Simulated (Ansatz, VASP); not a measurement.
**TaN in VASP and in Ansatz**

The input INCAR:

```
PREC = Accurate ; ENCUT = 520
EDIFF = 1E-6 ; ISMEAR = -1
SIGMA = 0.05 ; LREAL = F
LASPH = T ; NELM = 100
ALGO = Normal ; ISIF = 2
LWAVE = F ; LCHARG = F
GGA = PS ; NBANDS = 15
```

The input KPOINTS:

```
Automatic mesh
0
Gamma
  10 10 9
```

The input POSCAR:

```
TaN
1.0
    2.8780239874      0.0000000000      0.0000000000
   -1.4390119937      2.4924418858      0.0000000000
    0.0000000000      0.0000000000      2.8241467514
Ta N
1 1
Direct
    0.0000000000      0.0000000000      0.5000000000
    0.6666666667      0.3333333333      0.0000000000
```

input.yaml

```yaml
crystal:
  lattice:
    - [2.8780239874, 0.0, 0.0]
    - [-1.4390119937, 2.4924418858, 0.0]
    - [0.0, 0.0, 2.8241467514]
  atoms:
    - { symbol: Ta, position: [0.0, 0.0, 0.5] }
    - { symbol: "N", position: [0.6666666667, 0.3333333333, 0.0] }
kpoints:
  mp_grid: { grid: [10, 10, 9] }
scf:
  occupations: { method: fermi_dirac, width: 0.05 }
hamiltonian:
  xc: pbesol
  pseudopotentials: { kind: all_electron, lapw: { basis_error: 0.001 } }
output:
  forces: true
  stress: true
  eigenvalues: true
```

Change from the starting cell: volume scaled by 0.94.

Alike in both runs: task single point; functional PBEsol; k mesh 10 × 10 × 9; occupations fermi-dirac, width 0.05 eV; no spin polarisation.

```csv
,VASP,Ansatz
version,VASP 6.6.1,Ansatz 0.2.0
potentials or method,"VASP PAW PBE potentials, release 64 (Ta_pv, N)","all-electron LAPW, scalar-relativistic"
plane-wave cutoff (eV),520,see its input
```

```tsv
	VASP	Ansatz	Ansatz less VASP
gap on the k mesh at the Fermi level (eV)	none	none	-
pressure (GPa)	20.5	19.2	-1.28
largest component of the traceless stress (GPa)	1.86	1.65	-0.212
```

A gap of «none» marks a metal or a gap that the smearing closes. Ansatz ran all-electron here, so the differences hold the error of VASP's frozen core and of both bases.

Caveats: so large a pressure means that the cell lies far from this level's equilibrium, or that cutoff or potentials fall short (VASP); the potentials were made for another functional, which shifts forces and pressure (VASP). The runs have no spin-orbit coupling, so splittings on Ta are missing.
